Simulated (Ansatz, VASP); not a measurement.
# One calculation of MgSe, two programs

POSCAR

```
MgSe
1.0
    0.0000000000      2.7362693767      2.7362693767
    2.7362693767      0.0000000000      2.7362693767
    2.7362693767      2.7362693767      0.0000000000
Mg Se
1 1
Direct
    0.0000000000      0.0000000000      0.0000000000
    0.5000000000      0.5000000000      0.5000000000
```

Contents of INCAR.step1:

```
PREC     = Accurate       # precision mode
ENCUT    = 520            # plane-wave cutoff, eV
EDIFF    = 1E-5           # SCF threshold, eV
ISMEAR   = 0              # smearing method
SIGMA    = 0.01           # smearing width, eV
LREAL    = F              # projectors in reciprocal space
LASPH    = T              # aspherical terms in the spheres
NELM     = 100            # most SCF steps
ALGO     = Normal         # electronic algorithm
ISIF     = 2              # what is computed and relaxed
LWAVE    = T              # write WAVECAR
LCHARG   = F              # write CHGCAR
NBANDS   = 11             # bands
GGA      = PE             # functional
```

Contents of INCAR.step2:

```
PREC     = Accurate       # precision mode
ENCUT    = 520            # plane-wave cutoff, eV
EDIFF    = 1E-6           # SCF threshold, eV
ISMEAR   = 0              # smearing method
SIGMA    = 0.01           # smearing width, eV
LREAL    = F              # projectors in reciprocal space
LASPH    = T              # aspherical terms in the spheres
NELM     = 100            # most SCF steps
ALGO     = Normal         # electronic algorithm
ISIF     = 2              # what is computed and relaxed
LWAVE    = F              # write WAVECAR
LCHARG   = F              # write CHGCAR
GGA      = PE             # functional
LHFCALC  = T              # exact exchange
HFSCREEN = 0.2079         # screening, 1/A
PRECFOCK = Normal       
NBANDS   = 11             # bands
ISTART   = 1
```

The input KPOINTS:

```
regular mesh
0
Gamma
  4 4 4
```

Input for Ansatz:

```yaml
crystal:
  lattice:
    - [0.0, 2.7362693767, 2.7362693767]
    - [2.7362693767, 0.0, 2.7362693767]
    - [2.7362693767, 2.7362693767, 0.0]
  atoms:
    - { symbol: Mg, position: [0.0, 0.0, 0.0] }
    - { symbol: Se, position: [0.5, 0.5, 0.5] }
kpoints:
  mp_grid: { grid: [4, 4, 4] }
hamiltonian:
  xc: hse06
scf:
  occupations: { method: fixed }
  n_extra_bands: 4
output:
  forces: true
  stress: true
  eigenvalues: true
  write_density: true
  write_potential: true
  elf: true
  volumetric_format: npy
```

The cell was built by a generator and needn't be a form met in nature.

Alike in both runs: task single point; functional HSE06; k mesh 4 × 4 × 4; no spin polarisation.

|  | VASP | Ansatz |
| --- | --- | --- |
| version | VASP 6.6.1 | Ansatz 0.2.0 |
| potentials or method | VASP PAW PBE potentials, release 64 (Mg, Se) | plane waves, PAW |
| plane-wave cutoff (eV) | 520 | 420 |
| occupations | gaussian, width 0.01 eV | fixed |
| valence electrons in the cell | 8 | 26 |

|  | VASP | Ansatz | Ansatz less VASP |
| --- | --- | --- | --- |
| gap on the k mesh at the Fermi level (eV) | 2.62 | 2.65 | +0.031 |
| pressure (GPa) | -0.2 | 0.1 | +0.33 |

The two sets of potentials don't hold the same shells in valence. Ansatz warned: «stress_exchange_threshold_loose».

Caveats: the k mesh is coarse (spacing up to 0.50 Å⁻¹), so the values aren't converged, least of all with exact exchange; the PAW data sets were made with another functional, which shifts forces and pressure a little (VASP). A k mesh can miss the band edges.
